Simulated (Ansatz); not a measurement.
From the elastic tensor of Ag at 3 GPa (stress–strain coefficients) to moduli and sound speeds

Theory: DFT PBE, scalar-relativistic, plane waves, PAW (Ansatz 0.2.0). Plane waves to 420 eV; Γ-centred k mesh 18×18×6; Fermi-Dirac smearing of 0.15 eV. No spin polarisation.

The structure is hexagonal, space group P6_3/mmc (No. 194). Conventional cell: a = 2.903 Å, b = 2.903 Å, c = 9.500 Å, α = 90.00°, β = 90.00°, γ = 120.00°. Around Ag (site symmetry -6m2) lie 12 Ag at 2.90 to 2.91 Å. Ag (site symmetry -3m) has 12 Ag at 2.90 to 2.91 Å as nearest neighbours.

In a metal, frequencies and elastic constants depend on the k mesh and the smearing, soft modes and shear constants most.

Relaxed-ion constants (GPa, on the Cartesian axes of the calculation):
```
156.2  93.7  73.4   0.0   0.0   0.0
 93.7 156.2  73.4   0.0   0.0   0.0
 73.4  73.4 175.0   0.0   0.0   0.0
  0.0   0.0   0.0  26.4   0.0   0.0
  0.0   0.0   0.0   0.0  26.4   0.0
  0.0   0.0   0.0   0.0   0.0  31.3
```

Density 10.332 g/cm³; 4 atoms in 69.34 Å³.

The values that follow are for a polycrystal of randomly turned grains, by Hill's mean where one number stands.

* Bulk modulus, Voigt / Reuss / Hill: 107.6 / 107.6 / 107.6 GPa
* Shear modulus, Voigt / Reuss / Hill: 33.3 / 31.4 / 32.3 GPa
* Young's modulus: 88 GPa
* Poisson ratio: 0.363
* Pugh ratio B/G: 3.33
* Universal anisotropy index: 0.30
* Longitudinal and transverse sound speeds: 3820 and 1769 m/s
* Debye temperature from the mean sound speed: 229 K

This form isn't the element's structure at ambient conditions.

Cost: 1 run of about 10 core-minutes, on Intel Xeon Platinum 8488C (Sapphire Rapids) (shared hosts).